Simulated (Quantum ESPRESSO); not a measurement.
TePb in Quantum ESPRESSO: convergence with k mesh

Input of the first run (k mesh 1 × 1 × 1); the others differ in this setting and in those tied to it:

pw.in

```
&CONTROL
  calculation = 'scf'
  prefix = 'pwscf'
  outdir = './tmp'
  pseudo_dir = './pseudo'
  tprnfor = .true.
  tstress = .true.
  disk_io = 'nowf'
/
&SYSTEM
  ibrav = 0
  nat = 2
  ntyp = 2
  ecutwfc = 45
  ecutrho = 360
  nbnd = 16
  occupations = 'smearing'
  smearing = 'gaussian'
  degauss = 0.00999582
/
&ELECTRONS
  conv_thr = 4d-10
  electron_maxstep = 120
  mixing_beta = 0.5
/
ATOMIC_SPECIES
Pb   207.2000 pb_pbesol_v1.uspp.F.UPF
Te   127.6000 te_pbesol_v1.uspp.F.UPF
CELL_PARAMETERS angstrom
   0.0000000000    3.2310000000    3.2310000000
   3.2310000000    0.0000000000    3.2310000000
   3.2310000000    3.2310000000    0.0000000000
ATOMIC_POSITIONS crystal
Pb     0.0000000000    0.0000000000    0.0000000000
Te     0.5000000000    0.5000000000    0.5000000000
K_POINTS automatic
1 1 1 0 0 0
```

Potentials or basis: GBRV 1.5 PBEsol.

Launch:

```bash
$ OMP_NUM_THREADS=1 pw.x -in pw.in > pw.out
```

Hardware: 1 thread of Arm Neoverse V1 (shared host).

| k mesh | energy less the tightest run, at zero smearing (meV/atom) | pressure (GPa) | SCF cycles | CPU time (s) | peak memory (GiB) |
| --- | --- | --- | --- | --- | --- |
| 1 × 1 × 1 | 2884.54 | 24.12 | 9 | 9.8 | 0.21 |
| 2 × 2 × 2 | 875.30 | 7.10 | 9 | 11 | 0.21 |
| 3 × 3 × 3 | -25.67 | -0.66 | 9 | 12 | 0.21 |
| 4 × 4 × 4 | 4.08 | -0.55 | 8 | 14 | 0.22 |
| 5 × 5 × 5 | -0.94 | -0.57 | 9 | 16 | 0.22 |
| 6 × 6 × 6 | -0.44 | -0.55 | 9 | 21 | 0.22 |
| 7 × 7 × 7 | -0.73 | -0.59 | 8 | 21 | 0.22 |
| 8 × 8 × 8 | 0.08 | -0.56 | 9 | 29 | 0.23 |
| 10 × 10 × 10 | 0.00 | -0.57 | 8 | 38 | 0.24 |

Against the tightest run, the energy stays within 1 meV/atom from 5 × 5 × 5 on; the pressure stays within 0.1 GPa from 3 × 3 × 3 on. Meshes of other sizes hit other points, so gaps and Fermi surfaces needn't settle smoothly. The tightest run that finished is the yardstick and may itself not be fully converged.

Caveat, for the tightest run too: spin-orbit coupling is left out, which as a rule narrows the gap of such compounds by several tenths of an eV.
